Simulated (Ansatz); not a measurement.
One atom moved over a plane in BN

Theory: DFT PBE+D3(BJ), scalar-relativistic, plane waves, PAW (Ansatz 0.2.0). Settings: plane waves to 420 eV, k-mesh 12×12×4 (Γ-centred), Gaussian smearing 0.05 eV. No spin polarisation. Energies are free energies at this smearing, counted from the undisturbed cell; pressure is positive in compression.

Reference structure (relaxed at this level):

```
B N
1.0
     2.50644    0.00000    0.00000
    -1.25322    2.17064    0.00000
     0.00000    0.00000    6.61685
B N
2 2
Direct
  0.33333 0.66667 0.25000
  0.66667 0.33333 0.75000
  0.33333 0.66667 0.75000
  0.66667 0.33333 0.25000
```

Atom 3 (N) is moved by p along (0.000, 1.000, 0.000) and q along (0.000, 0.000, 1.000) (Å), all else fixed. Points are written (p, q).

Energy above the undisturbed cell in eV/cell (a dash: not computed):

| p \ q | -0.600 | -0.300 | 0.000 | 0.300 | 0.600 |
| --- | --- | --- | --- | --- | --- |
| -0.600 | 3.71 | 2.87 | 2.75 | 2.87 | 3.71 |
| -0.300 | 3.06 | 1.66 | 1.27 | 1.66 | 3.06 |
| 0.000 | 2.52 | 0.62 | 0.00 | 0.62 | 2.52 |
| 0.300 | 3.62 | 2.76 | 2.65 | 2.76 | 3.62 |
| 0.600 | 9.24 | 15.59 | 19.77 | 15.59 | 9.24 |

Pressure in GPa:

```
 p \ q  -0.600  -0.300  0.000  0.300  0.600
-0.600     7.3    21.6   28.2   21.6    7.3
-0.300    -2.1     7.3   11.8    7.3   -2.1
 0.000    -8.0    -2.7    0.0   -2.7   -8.0
 0.300     4.1    17.4   23.9   17.4    4.1
 0.600    58.5   111.5  139.2  111.5   58.5
```

Gap on the k-mesh in eV:

```csv
p \ q,-0.600,-0.300,0.000,0.300,0.600
-0.600,0.00,1.02,1.77,1.02,0.00
-0.300,0.00,1.35,2.17,1.35,0.00
0.000,1.30,3.82,4.27,3.82,1.30
0.300,0.00,1.36,2.36,1.36,0.00
0.600,0.31,3.38,4.54,3.38,0.31
```

Where the gap reads zero the k-mesh, chosen for the insulator, is on the coarse side.

Cost: 15 runs of about 3.7 core-minutes in all, on Intel Xeon Processor @ 2.50GHz (Skylake/Cascade Lake) (shared hosts).